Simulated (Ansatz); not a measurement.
# BN: the cost of one run

Program: Ansatz 0.2.0. Level of theory: DFT PBE, scalar-relativistic, plane waves, PAW. These are calculated values, not measurements.

2 further runs of the same task are left out: 2 set aside as unsound or not needed. Runs told in other sessions of the task aren't counted.

### Step 1. Starting point

It takes space group F-43m (No. 216, cubic). The conventional cell has a = 3.625 Å, b = 3.625 Å, c = 3.625 Å, α = 90.00°, β = 90.00°, γ = 90.00°. B (site symmetry -43m) is surrounded by 4 N at 1.57 Å. N (site symmetry -43m) has 4 B at 1.57 Å in its first shell of neighbours.

Structure file:

```
B N
1.0
     3.62470    0.00000    0.00000
     0.00000    1.81235   -1.81235
     0.00000    7.24939    7.24939
B N
8 8
Direct
  0.00000 0.00000 0.25000
  0.50000 0.50000 0.37500
  0.00000 0.00000 0.50000
  0.50000 0.50000 0.62500
  0.00000 0.00000 0.75000
  0.50000 0.50000 0.87500
  0.00000 0.00000 0.00000
  0.50000 0.50000 0.12500
  0.75000 0.00000 0.37500
  0.25000 0.50000 0.50000
  0.75000 0.00000 0.62500
  0.25000 0.50000 0.75000
  0.75000 0.00000 0.87500
  0.25000 0.50000 0.00000
  0.75000 0.00000 0.12500
  0.25000 0.50000 0.25000
```

It goes back to an entry of the Materials Project.

It is built from the cell relaxed beforehand with the same method (5.95 Å³/atom).

### Step 2. The reference: the undisturbed cell on the scan's mesh

Contents of input.yaml:

```yaml
crystal:
  lattice:
    - [3.6246970237, 0.0, 0.0]
    - [0.0, 1.8123485118, -1.8123485118]
    - [0.0, 7.2493940474, 7.2493940474]
  atoms:
    - { symbol: B, position: [0.0, 0.0, 0.25] }
    - { symbol: B, position: [0.5, 0.5, 0.375] }
    - { symbol: B, position: [0.0, 0.0, 0.5] }
    - { symbol: B, position: [0.5, 0.5, 0.625] }
    - { symbol: B, position: [0.0, 0.0, 0.75] }
    - { symbol: B, position: [0.5, 0.5, 0.875] }
    - { symbol: B, position: [0.0, 0.0, 0.0] }
    - { symbol: B, position: [0.5, 0.5, 0.125] }
    - { symbol: "N", position: [0.75, 0.0, 0.375] }
    - { symbol: "N", position: [0.25, 0.5, 0.5] }
    - { symbol: "N", position: [0.75, 0.0, 0.625] }
    - { symbol: "N", position: [0.25, 0.5, 0.75] }
    - { symbol: "N", position: [0.75, 0.0, 0.875] }
    - { symbol: "N", position: [0.25, 0.5, 0.0] }
    - { symbol: "N", position: [0.75, 0.0, 0.125] }
    - { symbol: "N", position: [0.25, 0.5, 0.25] }
basis:
  ecutwfc: 420
kpoints:
  mp_grid: { grid: [6, 9, 3] }
hamiltonian:
  xc: pbe
scf:
  occupations: { method: gaussian, width: 0.05 }
output:
  forces: true
  stress: true
  eigenvalues: true
```

The run is started by

```bash
> ansatz run input.yaml --threads 2 --pin off --max-ram 5120MiB --backend cpu --events-out ev --progress --plain --runs-dir out
```

**Question.** How long does this run take on 2 threads of Intel Xeon Platinum 8488C (Sapphire Rapids), shared host, and how much memory does it need?

About 4.6 s, with a peak of 0.44 GiB.
